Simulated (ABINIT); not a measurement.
Write the native input for ABINIT 10.8.3 (patched build) that does the following.

```yaml
Task: band structure
Functional: SOGGA
Potentials_or_basis: JTH PAW PBE v2.0
Cutoff: 544 eV
k_mesh: 10 × 10 × 10
Occupations: fermi-dirac, width 0.05 eV
Spin: no spin polarisation
Fine-grid_cutoff: 1088.46 eV
Exchange_and_correlation_inside_the_PAW_spheres: full angular mesh (pawxcdev 0, this build's default; the released program takes 1)
```

Crystal: HfC.

```
CELL_PARAMETERS angstrom
0.00000 2.32500 2.32500
2.32500 0.00000 2.32500
2.32500 2.32500 0.00000
ATOMIC_POSITIONS crystal
Hf 0.50000 0.50000 0.50000
C 0.00000 0.00000 0.00000
```

The input as run:

run.abi

```
ndtset 2

pp_dirpath "./"
pseudos "Hf.GGA_PBE-JTH.xml, C.GGA_PBE-JTH.xml"

acell 3.2880465325 3.2880465325 3.2880465325 Angstrom
rprim
     0.0000000000     0.7071067812     0.7071067812
     0.7071067812     0.0000000000     0.7071067812
     0.7071067812     0.7071067812     0.0000000000
ntypat 2
znucl 72 6
natom 2
typat 1 2
xred
     0.5000000000     0.5000000000     0.5000000000
     0.0000000000     0.0000000000     0.0000000000

ecut 544.227725 eV
pawecutdg 40.0

ixc -150130

occopt 3
tsmear 0.00183747

nstep 100

iomode 3
prtwf 0
prteig 0
prtebands 0
prtden1 1

kptopt1 1
ngkpt1 10 10 10
nshiftk1 1
shiftk1 0.0 0.0 0.0
nband1 12
tolvrs1 1.0e-9

iscf2 -2
getden2 1
nband2 16
nbdbuf2 2
tolwfr2 1.0e-12
kptopt2 -9
ndivsm2 8
prteig2 1
prtvol2 -3
kptbounds2
     0.0000000000     0.0000000000     0.0000000000
     0.5000000000     0.0000000000     0.5000000000
     0.5000000000     0.2500000000     0.7500000000
     0.3750000000     0.3750000000     0.7500000000
     0.0000000000     0.0000000000     0.0000000000
     0.5000000000     0.5000000000     0.5000000000
     0.6250000000     0.2500000000     0.6250000000
     0.5000000000     0.2500000000     0.7500000000
     0.5000000000     0.5000000000     0.5000000000
     0.3750000000     0.3750000000     0.7500000000
```

Potentials or basis: JTH PAW PBE v2.0.

Launch:

```bash
$ abinit run.abi > log 2>&1
```

Results of the run:

```
Pressure                                              : -8.0 GPa
Band gap on the k mesh                                : none (metal or under the smearing width)
Valence electrons inside the program's atomic spheres : Hf 9.60; C 2.40
```

Caveat: the PAW data sets were made with another functional, which shifts forces and pressure a little; spin-orbit coupling is left out, which moves the levels of the heavy elements.

Wall time 53 s on 1 thread of Arm Neoverse V1, on a shared host, peak memory 0.12 GiB.
